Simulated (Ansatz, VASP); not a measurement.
## Two plane-wave programs on PbSe

```
Pb Se
1.0
     2.03045   -5.95306    0.00000
     2.03045    5.95306    0.00000
     0.00000    0.00000    4.65695
Pb Se
2 2
Cartesian
  2.0305 -1.5305 3.4919
  2.0305 1.5305 1.1635
  2.0305 -4.2287 3.4935
  2.0305 4.2287 1.1650
```

Alike in both runs: task single point; functional PBE; k mesh 8 × 8 × 6; occupations gaussian, width 0.02 eV; no spin polarisation.

|  | VASP | Ansatz |
| --- | --- | --- |
| version | VASP 6.6.1 | Ansatz 0.2.0 |
| potentials or method | VASP PAW PBE potentials, release 64 (Pb_d, Se) | scalar-relativistic, plane waves, PAW |
| plane-wave cutoff (eV) | 520 | 420 |
| valence electrons in the cell | 40 | 60 |

Ansatz gave:

- gap on the k mesh at the Fermi level (eV): 0.79
- least direct gap on the mesh (eV): 1.06
- pressure (GPa): 3.6
- largest component of the traceless stress (GPa): 3.17
- rms of the force components (eV/Å): 0.421

Q: Estimate VASP's values.

A: gap on the k mesh at the Fermi level (eV): 0.79; least direct gap on the mesh (eV): 1.07; pressure (GPa): 3.6; largest component of the traceless stress (GPa): 3.18; rms of the force components (eV/Å): 0.428.

Atom by atom the forces differ by 0.007 eV/Å (rms over components). With one functional, cell and mesh, what is left measures potentials, basis and numerics. The two sets of potentials don't hold the same shells in valence.

Caveats: spin-orbit coupling is left out, which as a rule narrows the gap of such compounds by several tenths of an eV. A k mesh can miss the band edges.
